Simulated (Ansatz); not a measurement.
# How MgO answers to pressure

```
Mg O
1.0
     0.00000    2.30589    2.30589
     2.30589    0.00000    2.30589
     2.30589    2.30589    0.00000
Mg O
1 1
Direct
  0.00000 0.00000 0.00000
  0.25000 0.25000 0.25000
```

The cell was built from the zincblende type and relaxed in the same program, and has space group F-43m; it needn't be a known or the stable phase.

Method: DFT, PBE, all-electron LAPW, scalar-relativistic (Ansatz 0.2.0).

Numerical set-up: a Γ-centred 13×13×13 k mesh, Fermi–Dirac smearing of 0.08 eV, basis error target 0.5 meV/atom, no spin polarisation.

The cell is scaled evenly with fractional coordinates held. Semilocal gaps are too small, but their slopes carry over better.

| V/V(cell) | P (GPa) | gap on the k mesh (eV) |
| --- | --- | --- |
| 0.9800 | 2.46 | 3.588 |
| 1.0000 | 0.06 | 3.476 |
| 1.0200 | -2.11 | 3.368 |
| 1.0600 | -5.84 | 3.164 |

(1) From the rows at 0.9800 and 1.0200, what is the bulk modulus at the cell's volume?

(2) What are the gap's volume deformation potential and pressure coefficient?

(3) Predict the row at V/V(cell) = 0.9405. How far is a linear estimate of P off?

## Answers

(1) B = −ΔP/Δln V = −[(-2.11) − (2.46)]/0.04001 = 114.2 GPa.

(2) dEg/dln V = (3.368 − 3.588)/0.04001 = -5.50 eV, and dEg/dP = −(dEg/dln V)/B = 48 meV/GPa: pressure widens the gap.

(3) P = 7.97 GPa, gap 3.823 eV. The linear estimate P(cell) − B ln(V/V(cell)) = 7.07 GPa misses by 0.90 GPa, since the modulus grows under compression.
